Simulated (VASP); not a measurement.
# SnGe7 (P-4m2) in VASP: relaxation of the atoms with PBEsol

Aim: the relaxation of the atoms of SnGe7 with PBEsol.

All numbers are computed with VASP 6.6.1; they aren't measurements. Logs are shortened: lines on timing, memory, paths and dates and some standing lists are left out, and cuts for length are marked.

## (1) Starting point

Symmetry: P-4m2, No. 115, tetragonal system. The conventional cell has a = 4.014 Å, b = 4.014 Å, c = 11.717 Å, α = 90.00°, β = 90.00°, γ = 90.00°. Ge (site symmetry 2mm) has 4 Ge at 2.48 Å as nearest neighbours. Around Ge (site symmetry 2mm) lie 2 Ge at 2.48 Å and 2 Sn at 2.48 Å. Ge (site symmetry 2mm) is surrounded by 4 Ge at 2.48 Å. Ge (site symmetry -4m2) has 4 Ge at 2.48 Å as nearest neighbours. Around Sn (site symmetry -4m2) lie 4 Ge at 2.48 Å.

The cell comes from a database or a generator and needn't be the stable form of this composition.

## (2) Relaxation of the atoms, PBEsol

Input file INCAR:

```
ALGO = Normal
EDIFF = 1E-6
EDIFFG = -0.01
ENCUT = 400
GGA = PS
IBRION = 2
ISIF = 2
ISMEAR = 0
LASPH = True
LCHARG = False
LREAL = False
LWAVE = False
NELM = 60
NSW = 60
PREC = Accurate
SIGMA = 0.02
```

Input file KPOINTS:

```
k-points
0
Gamma
  6 6 3
```

Input file POSCAR:

```
SnGe7
1.0
    5.6760000000      0.0000000000      0.0000000000
    0.0000000000      5.6760000000      0.0000000000
    0.0000000000      0.0000000000     11.7170400000
Ge Sn
14 2
Direct
    0.0000000000      0.0000000000      0.0000000000
    0.0000000000      0.5000000000      0.2500000000
    0.5000000000      0.0000000000      0.2500000000
    0.5000000000      0.5000000000      0.0000000000
    0.2500000000      0.2500000000      0.1250000000
    0.7500000000      0.7500000000      0.1250000000
    0.0000000000      0.0000000000      0.5000000000
    0.0000000000      0.5000000000      0.7500000000
    0.5000000000      0.0000000000      0.7500000000
    0.5000000000      0.5000000000      0.5000000000
    0.2500000000      0.2500000000      0.6250000000
    0.2500000000      0.7500000000      0.8750000000
    0.7500000000      0.2500000000      0.8750000000
    0.7500000000      0.7500000000      0.6250000000
    0.2500000000      0.7500000000      0.3750000000
    0.7500000000      0.2500000000      0.3750000000
```

Potentials or basis: VASP PAW PBE potentials, release 64 (Ge_d, Sn_d).

Started as:

```console
$ cat potpaw_PBE.64/Ge_d/POTCAR potpaw_PBE.64/Sn_d/POTCAR > POTCAR
$ mpirun -np 1 vasp_std > vasp.out
```

OUTCAR:

```text
EDIFF = 1E-6
   EDIFFG = -0.01
   ENCUT = 400
   GGA = PS
   IBRION = 2
   ISIF = 2
   ISMEAR = 0
   LASPH = True
   LREAL = False
   NELM = 60
   NSW = 60
   PREC = Accurate

 ion  position               nearest neighbor table
   1  0.000  0.000  0.000-   5 2.48   6 2.48  12 2.48  13 2.48
   2  0.000  0.500  0.250-   5 2.48   6 2.48  15 2.48  16 2.48
   3  0.500  0.000  0.250-   5 2.48   6 2.48  15 2.48  16 2.48
   4  0.500  0.500  0.000-   5 2.48   6 2.48  12 2.48  13 2.48
   5  0.250  0.250  0.125-   1 2.48   2 2.48   3 2.48   4 2.48
   6  0.750  0.750  0.125-   1 2.48   2 2.48   3 2.48   4 2.48
[... 8 lines left out ...]
  15  0.250  0.750  0.375-   2 2.48   3 2.48   7 2.48  10 2.48
  16  0.750  0.250  0.375-   2 2.48   3 2.48   7 2.48  10 2.48
[... 7 lines left out ...]
 A1 = (   5.6760000000,   0.0000000000,   0.0000000000)
 A2 = (   0.0000000000,   5.6760000000,   0.0000000000)
 A3 = (   0.0000000000,   0.0000000000,  11.7170400000)

Analysis of symmetry for initial positions (statically):
=====================================================================
 Subroutine PRICEL returns following result:

  LATTYP: Found a simple tetragonal cell.
 ALAT       =     4.0135380900
 C/A-ratio  =     2.9193792951

  Lattice vectors:

 A1 = (   2.8380000000,  -2.8380000000,   0.0000000000)
 A2 = (   2.8380000000,   2.8380000000,   0.0000000000)
 A3 = (   0.0000000000,   0.0000000000,  11.7170400000)

   2 primitive cells build up your supercell.

 Routine SETGRP: Setting up the symmetry group for a
 simple tetragonal supercell.

 Subroutine GETGRP returns: Found  8 space group operations
 (whereof  4 operations were pure point group operations)
 out of a pool of 16 trial point group operations.

The static configuration has the point symmetry C_2v.
 The point group associated with its full space group is D_2d.

Analysis of symmetry for dynamics (positions and initial velocities):
=====================================================================
 Subroutine PRICEL returns following result:

  LATTYP: Found a simple tetragonal cell.
 ALAT       =     4.0135380900
 C/A-ratio  =     2.9193792951

  Lattice vectors:

 A1 = (   2.8380000000,  -2.8380000000,   0.0000000000)
 A2 = (   2.8380000000,   2.8380000000,   0.0000000000)
 A3 = (   0.0000000000,   0.0000000000,  11.7170400000)

   2 primitive cells build up your supercell.

[... 121 lines left out ...]
   ISIF   =      2    stress and relaxation
   ISYM   =      2    0-nonsym 1-usesym 2-fastsym
   POTIM  = 0.5000    time-step for ionic-motion
   TEBEG  =    0.0;   TEEND  =   0.0 temperature during run
   PSTRESS=    0.0 pullay stress
   NELECT =     224.0000    total number of electrons
   NUPDOWN=      -1.0000    fix difference up-down
   EMIN   =  10.00;   EMAX   =-10.00  energy-range for DOS
   EFERMI =   0.00;   METHOD = LEGACY
   ISMEAR =     0;   SIGMA  =   0.02  broadening in eV -4-tet -1-fermi 0-gaus
   EFERMI_NEDOS =   21; number of points for ismear=-14 and -15
   IALGO  =     38    algorithm
   IMIX   =      4    mixing-type and parameters
     AMIX     =   0.40;   BMIX     =  1.00
     AMIX_MAG =   1.60;   BMIX_MAG =  1.00
  volume/ion in A,a.u.               =      23.59       159.21
  Fermi-wavevector in a.u.,A,eV,Ry     =   1.375699  2.599693 25.749658  1.892546
  Thomas-Fermi vector in A             =   2.501011
   LORBIT       =      0    0 simple, 1 ext, 2 COOP (PROOUT), +10 PAW based schemes
   GGA     = PS    functional components
   LHFCALC =     F    Hartree Fock is set to
   AEXX    =    0.0000 exact exchange contribution
   IVDW    =     0    specifies the selected vdW correction
   LEPSILON=     F    determine dielectric tensor
   LRPA    =     F    only Hartree local field effects (RPA)
 conjugate gradient relaxation of ions
 non-spin polarized calculation
 Gauss-broadening in eV      SIGMA  =   0.02
  energy-cutoff  :      400.00
  volume of cell :      377.49
 maximum number of plane-waves:      6910
 NGX is ok and might be reduce to    40
   NGX = 19   NGY = 19   NGZ = 39

--------------------------------------- Ionic step        1  -------------------------------------------

 number of electron     223.9999904 magnetization

 Free energy of the ion-electron system (eV)
  ---------------------------------------------------
  ext. energy  EPLUGINS =         0.00000000
  ---------------------------------------------------
  free energy    TOTEN  =       -76.50354681 eV

  energy without entropy =      -76.50321392  energy(sigma->0) =      -76.50338036

------------------------ aborting loop because EDIFF is reached ----------------------------------------

  FORCE on cell =-STRESS in cart. coord.  units (eV):
  Direction    XX          YY          ZZ          XY          YZ          ZX
  --------------------------------------------------------------------------------------
  -------------------------------------------------------------------------------------
  Total        6.7258889      6.7258889      1.7147527      0.0000000      0.0000000      0.0000000
  in kB       28.5468102     28.5468102      7.2779554      0.0000000      0.0000000      0.0000000
  external PRESSURE =      21.4571919 kB  Pullay stress =       0.0000000 kB
[... 287 lines left out ...]
--------------------------------------- Ionic step        7  -------------------------------------------

 number of electron     223.9999903 magnetization

 Free energy of the ion-electron system (eV)
  ---------------------------------------------------
  ext. energy  EPLUGINS =         0.00000000
  ---------------------------------------------------
  free energy    TOTEN  =       -77.04212950 eV

  energy without entropy =      -77.04179660  energy(sigma->0) =      -77.04196305

 E-fermi :   5.2126     XC(G=0): -10.0526

 val. band max:        5.2030749677   @ k =   0.1667   0.1667   0.0000
 cond. band min:       5.3372076236   @ k =   0.0000   0.0000   0.0000
 fundamental gap:      0.1341326559
 Fermi energy:         5.2126136932

 k-point     1 :       0.0000    0.0000    0.0000
  band No.  band energies     occupation
      1     -19.6809      2.00000
      2     -19.6809      2.00000
      3     -19.6763      2.00000
      4     -19.6763      2.00000
      5     -19.6679      2.00000
      6     -19.6679      2.00000
[... 2529 lines left out ...]
    123       8.8741      0.00000
    124       8.8741      0.00000
 [bands above 124 left out]

------------------------ aborting loop because EDIFF is reached ----------------------------------------

  FORCE on cell =-STRESS in cart. coord.  units (eV):
  Direction    XX          YY          ZZ          XY          YZ          ZX
  --------------------------------------------------------------------------------------
  -------------------------------------------------------------------------------------
  Total        4.8744771      4.8744771      0.6055947      0.0000000      0.0000000      0.0000000
  in kB       20.6888300     20.6888300      2.5703364      0.0000000      0.0000000      0.0000000
  external PRESSURE =      14.6493322 kB  Pullay stress =       0.0000000 kB
[... 31 lines left out ...]
  FREE ENERGIE OF THE ION-ELECTRON SYSTEM (eV)
  ---------------------------------------------------
  free  energy   TOTEN  =       -77.0421294955 eV

  energy  without entropy=      -77.0417966037  energy(sigma->0) =      -77.04196305

 reached required accuracy - stopping structural energy minimisation
```

CONTCAR:

```text
SnGe7
   1.00000000000000
     5.6760000000000002    0.0000000000000000    0.0000000000000000
     0.0000000000000000    5.6760000000000002    0.0000000000000000
     0.0000000000000000    0.0000000000000000   11.7170400000000008
  Ge              Sn
    14     2
Direct
     0.0000000000000000    0.0000000000000000    0.9956030812633486
     0.0000000000000000    0.5000000000000000    0.2361459866382802
     0.5000000000000000    0.0000000000000000    0.2361459866382802
     0.5000000000000000    0.5000000000000000    0.9956030812633486
     0.2500000000000000    0.2500000000000000    0.1163356113407779
     0.7500000000000000    0.7500000000000000    0.1163356113407779
[... 8 lines left out ...]
     0.2500000000000000    0.7500000000000000    0.3750000000000000
     0.7500000000000000    0.2500000000000000    0.3750000000000000

  0.00000000E+00  0.00000000E+00  0.00000000E+00
  0.00000000E+00  0.00000000E+00  0.00000000E+00
  0.00000000E+00  0.00000000E+00  0.00000000E+00
  0.00000000E+00  0.00000000E+00  0.00000000E+00
  0.00000000E+00  0.00000000E+00  0.00000000E+00
  0.00000000E+00  0.00000000E+00  0.00000000E+00
[... 8 lines left out ...]
  0.00000000E+00  0.00000000E+00  0.00000000E+00
  0.00000000E+00  0.00000000E+00  0.00000000E+00
```

Wall time 51 min (1 thread of Intel Xeon Platinum 8488C (Sapphire Rapids), shared host); peak memory 0.67 GiB.

What came out:

```
Free energy                  : -77.0421 eV
Energy gained by relaxing    : 33.7 meV/atom
Ionic steps                  : 7
Pressure after relaxing      : 1.5 GPa
Largest force after relaxing : 0.004 eV/Å
Band gap on the k mesh       : none (metal or under the smearing width)
```

Forces in eV/Å, atoms in the order of the input:
```
Ge   0.000  0.000 -0.003
Ge   0.000  0.000  0.002
Ge   0.000  0.000  0.002
Ge   0.000  0.000 -0.003
Ge   0.000  0.000  0.004
Ge   0.000  0.000  0.004
Ge   0.000  0.000 -0.002
Ge   0.000  0.000  0.003
Ge   0.000  0.000  0.003
Ge   0.000  0.000 -0.002
Ge   0.000  0.000 -0.004
Ge   0.000  0.000  0.000
Ge   0.000  0.000  0.000
Ge   0.000  0.000 -0.004
Sn   0.000  0.000  0.000
Sn   0.000  0.000  0.000
```

Stress tensor (GPa, compression positive):
```
2.07 0.00 0.00
0.00 2.07 0.00
0.00 0.00 0.26
```

The path:
```csv
step,energy change (eV),largest force (eV/Å),pressure (GPa)
1,0.0000,1.6512,2.15
2,-0.3518,0.5330,1.75
3,-0.3981,0.6832,1.60
4,-0.4773,0.3259,1.53
5,-0.5091,0.4065,1.48
6,-0.5372,0.0900,1.46
7,-0.5386,0.0041,1.46
```

Final structure:
```
CELL_PARAMETERS angstrom
5.67600 0.00000 0.00000
0.00000 5.67600 0.00000
0.00000 0.00000 11.71704
ATOMIC_POSITIONS crystal
Ge 0.00000 0.00000 0.99560
Ge 0.00000 0.50000 0.23615
Ge 0.50000 0.00000 0.23615
Ge 0.50000 0.50000 0.99560
Ge 0.25000 0.25000 0.11634
Ge 0.75000 0.75000 0.11634
Ge 0.00000 0.00000 0.51385
Ge 0.00000 0.50000 0.75440
Ge 0.50000 0.00000 0.75440
Ge 0.50000 0.50000 0.51385
Ge 0.25000 0.25000 0.63366
Ge 0.25000 0.75000 0.87500
Ge 0.75000 0.25000 0.87500
Ge 0.75000 0.75000 0.63366
Sn 0.25000 0.75000 0.37500
Sn 0.75000 0.25000 0.37500
```

Caveat: the PAW data sets were made with another functional, which shifts forces and pressure a little.
